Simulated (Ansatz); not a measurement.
RbBr:

```
Rb Br
1.0
     4.12608    0.00000    0.00000
     0.00000    4.12608    0.00000
     0.00000    0.00000    4.12608
Rb Br
1 1
Direct
  0.00000 0.00000 0.00000
  0.50000 0.50000 0.50000
```

The cell comes from a database or a generator and needn't be the stable form of this composition.

Base run:

```yaml
Program: Ansatz 0.2.0
Functional: HSE(alpha, omega)
Potentials_or_basis: all-electron PAW datasets made for the crystal
Cutoff: 250 eV (chosen from the basis error)
k_mesh: 4 × 4 × 4
Occupations: fermi-dirac, width 0.05 eV
Spin: no spin polarisation
```

Its results: band gap on the k mesh 5.04 eV, indirect (least direct gap 5.20 eV); pressure 0.5 GPa.

Task: The run is repeated on the same cell with these changes: share of exact exchange from 0.2 to 0.3. What comes out?

Result: Band gap on the k mesh 5.53 eV, indirect (least direct gap 5.70 eV); pressure 0.4 GPa.

A k mesh can miss the band edges.
